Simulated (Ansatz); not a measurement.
## Compressing SiC: a fit and a missing row

SiC, F-43m, a = 4.380 Å. The compound has several low-lying forms, and this is one of them. Ansatz: PBE, PAW, 420 eV, Γ-centred 10×10×10 mesh on 2 atoms, Gaussian smearing 0.02 eV; no spin polarisation. Symmetry fixes shape and atoms, so the cell is only scaled; pressure is positive in compression.

```tsv
V (Å³/atom)	P (GPa)
9.241	34.82
9.556	24.09
9.871	?
10.187	6.88
10.502	0.00
10.817	-5.93
11.132	-11.04
11.552	-16.76
```

Take V0 = 10.502 Å³/atom, fit the third-order Birch–Murnaghan form to the other rows, and predict the missing pressure.

With the Eulerian strain f = ½[(V0/V)^(2/3) − 1] and y = P/[3f(1 + 2f)^(5/2)], the form is the line y = B0 + 1.5 B0 (B0′ − 4) f. Rows (f, y): 0.04451, 210.7; 0.03248, 211.2; 0.01025, 212.7; -0.00975, 213.0; -0.01905, 212.9; -0.03078, 212.7. Means f = 0.004610, y = 212.20; Σ(Δf)² = 0.004419, ΣΔfΔy = -0.1306; the slope is their ratio. y = 212.3 − 29.56 f GPa, so B0 = 212.3 GPa and B0′ = 4 + 2 × (-29.56)/(3 × 212.3) = 3.91. At V = 9.871, f = 0.02109, y = 211.68 and P = 14.85 GPa. The run gave 14.85 GPa, the same to the digits shown.